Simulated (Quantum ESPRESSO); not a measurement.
Crystal: SnSe.

```
CELL_PARAMETERS angstrom
0.00000 3.01000 3.01000
3.01000 0.00000 3.01000
3.01000 3.01000 0.00000
ATOMIC_POSITIONS crystal
Sn 0.00000 0.00000 0.00000
Se 0.50000 0.50000 0.50000
```

Measurements of this composition are mostly on another form, of space group No. 62.

Base run:

| Property | Result |
| --- | --- |
| Program | Quantum ESPRESSO 7.5 |
| Functional | r2SCAN |
| Potentials or basis | SG15 PBE 1.2 |
| Cutoff | 952 eV |
| Density cutoff | 3810 eV |
| k mesh | 6 × 6 × 6 |
| Occupations | fermi-dirac, width 0.05 eV |
| Spin | no spin polarisation |

Its results: band gap on the k mesh 0.28 eV, direct; pressure -1.0 GPa.

Question: The run is repeated on the same cell with these changes: functional from r2SCAN to SCAN. What comes out?

Answer: Band gap on the k mesh 0.46 eV, direct; pressure -1.5 GPa.

Caveats: the potentials were made for another functional, which shifts forces and pressure; spin-orbit coupling is left out, which moves the levels of the heavy elements; the mesh misses the band edges, which the band path finds closer together (some runs).
